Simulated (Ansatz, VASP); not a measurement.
## BN: VASP beside Ansatz

```xyz
4
Lattice="2.5477 0.0000 0.0000 -1.2739 2.2064 0.0000 0.0000 0.0000 4.2134" Properties=species:S:1:pos:R:3 pbc="T T T"
B     1.2739    0.7355    0.0009
B     0.0000    1.4709    2.1076
N     1.2739    0.7355    1.5791
N     0.0000    1.4709    3.6858
```

Alike in both runs: functional PBE; k mesh 18 × 18 × 8; occupations gaussian, width 0.02 eV; no spin polarisation.

Ansatz relaxed the structure, and its values are those at the end. VASP's run is a single point on that final structure, the one shown.

|  | VASP | Ansatz |
| --- | --- | --- |
| version | VASP 6.6.1 | Ansatz 0.2.0 |
| potentials or method | VASP PAW PBE potentials, release 64 (B, N) | scalar-relativistic, plane waves, PAW |
| plane-wave cutoff (eV) | 520 | 420 |
| valence electrons in the cell | 16 | 16 |

VASP gave:

| Quantity | Value |
| --- | --- |
| gap on the k mesh at the Fermi level (eV) | 5.19 |
| least direct gap on the mesh (eV) | 8.27 |
| pressure (GPa) | 3.3 |

Problem. What did Ansatz give for the same quantities?

Solution. gap on the k mesh at the Fermi level (eV): 5.21; least direct gap on the mesh (eV): 8.27; pressure (GPa): 3.0.

The functional is the same, so the differences come from potentials, cutoffs and numerics.

A k mesh can miss the band edges. A hybrid or GW would open this gap; PBE tends to underestimate it.
